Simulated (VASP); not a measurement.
# Mo (Im-3m) in VASP: settings compared

One crystal, Mo, is run at these levels: PBE, LDA; tasks: relaxation of the atoms, relaxation of cell and atoms.

All numbers are computed with VASP 6.6.1; they aren't measurements. Logs are shortened: lines on timing, memory, paths and dates and some standing lists are left out, and cuts for length are marked.

## 1. The structure

Symmetry: Im-3m, No. 229, cubic system. The conventional cell has a = 3.147 Å, b = 3.147 Å, c = 3.147 Å, α = 90.00°, β = 90.00°, γ = 90.00°. Mo (site symmetry m-3m) is surrounded by 8 Mo at 2.73 Å.

## 2. Relaxation of the atoms, PBE (a relaxed cell with its volume scaled by 1.06)

The input, INCAR:

```
SYSTEM = Mo
PREC     = Accurate       ! precision mode
ENCUT    = 600            ! plane-wave cutoff, eV
EDIFF    = 1E-7           ! SCF threshold, eV
ISMEAR   = 1              ! smearing method
SIGMA    = 0.1            ! smearing width, eV
LREAL    = .FALSE.        ! projectors in reciprocal space
LASPH    = .TRUE.         ! aspherical terms in the spheres
NELM     = 80             ! most SCF steps
ALGO     = Fast           ! electronic algorithm
ISIF     = 2              ! what is computed and relaxed
LWAVE    = .FALSE.        ! write WAVECAR
LCHARG   = .FALSE.        ! write CHGCAR
GGA      = PE             ! functional
IBRION   = 2              ! ionic algorithm
NSW      = 40             ! ionic steps
EDIFFG   = -0.01          ! ionic threshold
```

The input, KPOINTS:

```
regular mesh
0
G
  16 16 16
  0 0 0
```

The input, POSCAR:

```
Mo                                      
1.0
   -1.6118981521      1.6118981521      1.6118981521
    1.6118981521     -1.6118981521      1.6118981521
    1.6118981521      1.6118981521     -1.6118981521
  Mo            
     1
Direct
     0.0000000000000000    0.0000000000000000    0.0000000000000000
```

Potentials or basis: VASP PAW PBE potentials, release 64 (Mo_sv).

Started as:

```sh
$ cat potpaw_PBE.64/Mo_sv/POTCAR > POTCAR
$ mpirun -np 1 vasp_std > vasp.out
```

OUTCAR:

```text
SYSTEM = Mo
   PREC = Accurate
   ENCUT = 600
   EDIFF = 1E-7
   ISMEAR = 1
   LREAL = .FALSE.
   LASPH = .TRUE.
   NELM = 80
   ISIF = 2
   GGA = PE
   IBRION = 2
   NSW = 40
   EDIFFG = -0.01

 ion  position               nearest neighbor table
   1  0.000  0.000  0.000-

  LATTYP: Found a body centered cubic cell.
 ALAT       =     3.2237963042

  Lattice vectors:

 A1 = (  -1.6118981521,   1.6118981521,   1.6118981521)
 A2 = (   1.6118981521,  -1.6118981521,   1.6118981521)
 A3 = (   1.6118981521,   1.6118981521,  -1.6118981521)

Analysis of symmetry for initial positions (statically):
=====================================================================
 Subroutine PRICEL returns:
 Original cell was already a primitive cell.

 Routine SETGRP: Setting up the symmetry group for a
 body centered cubic supercell.

 Subroutine GETGRP returns: Found 48 space group operations
 (whereof 48 operations were pure point group operations)
 out of a pool of 48 trial point group operations.

The static configuration has the point symmetry O_h .

Analysis of symmetry for dynamics (positions and initial velocities):
=====================================================================
 Subroutine PRICEL returns:
 Original cell was already a primitive cell.

 Routine SETGRP: Setting up the symmetry group for a
 body centered cubic supercell.

 Subroutine GETGRP returns: Found 48 space group operations
 (whereof 48 operations were pure point group operations)
 out of a pool of 48 trial point group operations.

The dynamic configuration has the point symmetry O_h .

 Subroutine INISYM returns: Found 48 space group operations
 (whereof 48 operations are pure point group operations),
 and found     1 'primitive' translations

----------------------------------------------------------------------------------------

                                     Primitive cell

  volume of cell :      16.7522

  direct lattice vectors                    reciprocal lattice vectors
    -1.611898152  1.611898152  1.611898152     0.000000000  0.310193296  0.310193296
     1.611898152 -1.611898152  1.611898152     0.310193296  0.000000000  0.310193296
     1.611898152  1.611898152 -1.611898152     0.310193296  0.310193296  0.000000000

  length of vectors
     2.791889496  2.791889496  2.791889496     0.438679566  0.438679566  0.438679566

  position of ions in fractional coordinates (direct lattice)
     0.000000000  0.000000000  0.000000000

  ion indices of the primitive-cell ions
   primitive index   ion index
                 1           1

----------------------------------------------------------------------------------------

 KPOINTS: regular mesh

Automatic generation of k-mesh.
 Grid dimensions read from file:
 generate k-points for:   16   16   16

 Generating k-lattice:

  Cartesian coordinates                     Fractional coordinates (reciprocal lattice)
     0.000000000  0.019387081  0.019387081     0.062500000  0.000000000  0.000000000
     0.019387081  0.000000000  0.019387081     0.000000000  0.062500000  0.000000000
     0.019387081  0.019387081  0.000000000     0.000000000  0.000000000  0.062500000

  Length of vectors
     0.027417473  0.027417473  0.027417473

  Shift w.r.t. Gamma in fractional coordinates (k-lattice)
     0.000000000  0.000000000  0.000000000

 Subroutine IBZKPT returns following result:
 ===========================================

 Found    145 irreducible k-points:

 Following reciprocal coordinates:
            Coordinates               Weight
  0.000000  0.000000  0.000000      1.000000
  0.062500  0.000000  0.000000     12.000000
  0.125000  0.000000  0.000000     12.000000
  0.187500  0.000000  0.000000     12.000000
  0.250000  0.000000  0.000000     12.000000
  0.312500  0.000000  0.000000     12.000000
[... 16 lines left out ...]
  0.187500  0.187500  0.000000     24.000000
  0.250000  0.187500  0.000000     48.000000
 [... further k-points ...]
   k-points           NKPTS =    145   k-points in BZ     NKDIM =    145   number of bands    NBANDS=     11
   number of dos      NEDOS =    301   number of ions     NIONS =      1
   total plane-waves  NPLWV =  13824
   dimension x,y,z NGX =    24 NGY =   24 NGZ =   24
   dimension x,y,z NGXF=    48 NGYF=   48 NGZF=   48
   ions per type =               1
   NGX,Y,Z   is equivalent  to a cutoff of  14.29, 14.29, 14.29 a.u.
   NGXF,Y,Z  is equivalent  to a cutoff of  28.58, 28.58, 28.58 a.u.
 SYSTEM =  Mo
   PREC   = accura    normal or accurate (medium, high low for compatibility)
   ISTART =      0    job   : 0-new  1-cont  2-samecut
   ICHARG =      2    charge: 1-file 2-atom 10-const
   ISPIN  =      1    spin polarized calculation?
   LNONCOLLINEAR =      F non collinear calculations
   LSORBIT =      F    spin-orbit coupling
   LASPH  =      T    aspherical Exc in radial PAW
   ENCUT  =  600.0 eV  44.10 Ry    6.64 a.u.   5.58  5.58  5.58*2*pi/ulx,y,z
   NELM   =     80;   NELMIN=  2; NELMDL= -5     # of ELM steps
   EDIFF  = 0.1E-06   stopping-criterion for ELM
   LREAL  =      F    real-space projection
   EDIFFG = -.1E-01   stopping-criterion for IOM
   NSW    =     40    number of steps for IOM
   IBRION =      2    ionic relax: 0-MD 1-quasi-New 2-CG
   NFREE  =      1    steps in history (QN), initial steepest desc. (CG)
   ISIF   =      2    stress and relaxation
   ISYM   =      2    0-nonsym 1-usesym 2-fastsym
   POTIM  = 0.5000    time-step for ionic-motion
   TEBEG  =    0.0;   TEEND  =   0.0 temperature during run
   PSTRESS=    0.0 pullay stress
   NELECT =      14.0000    total number of electrons
   NUPDOWN=      -1.0000    fix difference up-down
   EMIN   =  10.00;   EMAX   =-10.00  energy-range for DOS
   EFERMI =   0.00;   METHOD = LEGACY
   ISMEAR =     1;   SIGMA  =   0.10  broadening in eV -4-tet -1-fermi 0-gaus
   EFERMI_NEDOS =   21; number of points for ismear=-14 and -15
   IALGO  =     68    algorithm
   IMIX   =      4    mixing-type and parameters
     AMIX     =   0.40;   BMIX     =  1.00
     AMIX_MAG =   1.60;   BMIX_MAG =  1.00
  volume/ion in A,a.u.               =      16.75       113.05
  Fermi-wavevector in a.u.,A,eV,Ry     =   1.542032  2.914017 32.352765  2.377861
  Thomas-Fermi vector in A             =   2.647894
   LORBIT       =      0    0 simple, 1 ext, 2 COOP (PROOUT), +10 PAW based schemes
   GGA     = PE    functional components
   LHFCALC =     F    Hartree Fock is set to
   AEXX    =    0.0000 exact exchange contribution
   IVDW    =     0    specifies the selected vdW correction
   LEPSILON=     F    determine dielectric tensor
   LRPA    =     F    only Hartree local field effects (RPA)
 conjugate gradient relaxation of ions
 non-spin polarized calculation
 RMM-DIIS sequential band-by-band and
 Methfessel and Paxton  Order N= 1 SIGMA  =   0.10
  energy-cutoff  :      600.00
  volume of cell :       16.75
 maximum number of plane-waves:       586
   NGX = 11   NGY = 11   NGZ = 11

 number of electron      13.9999998 magnetization

 Free energy of the ion-electron system (eV)
  ---------------------------------------------------
  ext. energy  EPLUGINS =         0.00000000
  ---------------------------------------------------
  free energy    TOTEN  =       -10.89917011 eV

  energy without entropy =      -10.89952709  energy(sigma->0) =      -10.89928911

 E-fermi :  11.4873     XC(G=0): -13.0025

 val. band max:       11.4808451067   @ k =  -0.1875   0.1875   0.1875
 cond. band min:      11.4943385833   @ k =   0.4375   0.1250   0.0000
 fundamental gap:      0.0134934766
 Fermi energy:        11.4872951513

 k-point     1 :       0.0000    0.0000    0.0000
  band No.  band energies     occupation
      1     -49.7647      2.00000
      2     -23.1748      2.00000
      3     -23.1748      2.00000
      4     -23.1748      2.00000
      5       4.5156      2.00000
      6      10.2760      2.00000
      7      10.2760      2.00000
      8      10.2760      2.00000
      9      13.0515     -0.00000
     10      13.0515     -0.00000
     11      26.2258      0.00000

 k-point     2 :       0.0625    0.0000    0.0000
  band No.  band energies     occupation
      1     -49.7573      2.00000
      2     -23.2201      2.00000
      3     -23.1890      2.00000
      4     -23.1750      2.00000
      5       4.6759      2.00000
      6      10.1886      2.00000
      7      10.2620      2.00000
      8      10.4236      2.00000
      9      12.9263     -0.00000
     10      13.0546     -0.00000
     11      26.4256      0.00000

 k-point     3 :       0.1250    0.0000    0.0000
  band No.  band energies     occupation
      1     -49.7360      2.00000
      2     -23.3479      2.00000
      3     -23.2293      2.00000
      4     -23.1757      2.00000
      5       5.1303      2.00000
      6       9.9495      2.00000
      7      10.1957      2.00000
      8      10.8589      2.00000
      9      12.6692     -0.00000
     10      13.0703     -0.00000
     11      26.5747      0.00000

 k-point     4 :       0.1875    0.0000    0.0000
  band No.  band energies     occupation
      1     -49.7039      2.00000
      2     -23.5359      2.00000
      3     -23.2890      2.00000
      4     -23.1768      2.00000
      5       5.7841      2.00000
      6       9.6158      2.00000
      7      10.0665      2.00000
      8      11.5575      0.07873
      9      12.5131     -0.00000
     10      13.1137     -0.00000
     11      26.5861      0.00000

 k-point     5 :       0.2500    0.0000    0.0000
  band No.  band energies     occupation
      1     -49.6659      2.00000
      2     -23.7527      2.00000
      3     -23.3587      2.00000
      4     -23.1781      2.00000
      5       6.4270      2.00000
      6       9.2533      2.00000
      7      10.0521      2.00000
      8      12.4746     -0.00000
      9      12.5663     -0.00000
     10      13.1973     -0.00000
     11      26.0218      0.00000
[... 211 lines left out ...]
 k-point    21 :       0.3750    0.1250   -0.0000
  band No.  band energies     occupation
      1     -49.5653      2.00000
      2     -24.2104      2.00000
      3     -23.5752      2.00000
      4     -23.2405      2.00000
      5       7.0591      2.00000
      6       8.5944      2.00000
      7      11.2140      2.00077
      8      12.9110     -0.00000
      9      13.9346      0.00000
     10      16.5346      0.00000
     11      22.3521      0.00000

 k-point    22 :       0.4375    0.1250    0.0000
  band No.  band energies     occupation
      1     -49.5582      2.00000
      2     -24.2427      2.00000
      3     -23.5928      2.00000
      4     -23.2412      2.00000
      5       7.0044      2.00000
      6       8.5469      2.00000
      7      11.4943      0.88111
      8      12.9259     -0.00000
      9      14.0890      0.00000
     10      16.9572      0.00000
     11      21.7880      0.00000

 k-point    23 :       0.1875    0.1875    0.0000
  band No.  band energies     occupation
      1     -49.6188      2.00000
      2     -23.9416      2.00000
      3     -23.4452      2.00000
      4     -23.2563      2.00000
      5       7.3645      2.00000
      6       9.0758      2.00000
      7       9.4583      2.00000
      8      12.3332     -0.00000
      9      13.5894      0.00000
     10      14.3848      0.00000
     11      25.3121      0.00000

 k-point    24 :       0.2500    0.1875    0.0000
  band No.  band energies     occupation
      1     -49.5886      2.00000
      2     -24.0546      2.00000
      3     -23.5391      2.00000
      4     -23.2711      2.00000
      5       7.5912      2.00000
      6       8.8532      2.00000
      7       9.7765      2.00000
      8      12.5301     -0.00000
      9      13.7039      0.00000
     10      15.7096      0.00000
     11      24.0495      0.00000

 [... further k-points ...]

------------------------ aborting loop because EDIFF is reached ----------------------------------------

  FORCE on cell =-STRESS in cart. coord.  units (eV):
  Direction    XX          YY          ZZ          XY          YZ          ZX
  --------------------------------------------------------------------------------------
  -------------------------------------------------------------------------------------
  Total       -1.4067756     -1.4067756     -1.4067756     -0.0000000     -0.0000000     -0.0000000
  in kB     -134.5434681   -134.5434681   -134.5434681     -0.0000000     -0.0000000     -0.0000000
  external PRESSURE =    -134.5434681 kB  Pullay stress =       0.0000000 kB

 VOLUME and BASIS-vectors are now :
 -----------------------------------------------------------------------------
  energy-cutoff  :      600.00
  volume of cell :       16.75
      direct lattice vectors                 reciprocal lattice vectors
    -1.611898152  1.611898152  1.611898152     0.000000000  0.310193296  0.310193296
     1.611898152 -1.611898152  1.611898152     0.310193296  0.000000000  0.310193296
     1.611898152  1.611898152 -1.611898152     0.310193296  0.310193296  0.000000000

 POSITION                                       TOTAL-FORCE (eV/Angst)
 -----------------------------------------------------------------------------------
      0.00000      0.00000      0.00000         0.000000     -0.000000      0.000000
 -----------------------------------------------------------------------------------
    total drift:                               -0.000000     -0.000000      0.000000

  FREE ENERGIE OF THE ION-ELECTRON SYSTEM (eV)
  ---------------------------------------------------
  free  energy   TOTEN  =       -10.8991701136 eV

  energy  without entropy=      -10.8995270937  energy(sigma->0) =      -10.89928911

 reached required accuracy - stopping structural energy minimisation
```

Wall time 29 s (1 thread of AMD EPYC 7R13 (Zen 3), shared host); peak memory 0.13 GiB.

Results:

| Quantity | Value |
| --- | --- |
| Free energy | -10.8992 eV |
| Pressure after relaxing | -13.5 GPa |
| Band gap on the k mesh | none (metal or under the smearing width) |

Final structure:
```xyz
1
Lattice="-1.6119 1.6119 1.6119 1.6119 -1.6119 1.6119 1.6119 1.6119 -1.6119" Properties=species:S:1:pos:R:3 pbc="T T T"
Mo    0.0000    0.0000    0.0000
```

Caveat: the relaxation stopped at its first step, so nothing moved.

(Continued in part 2 of 2.)
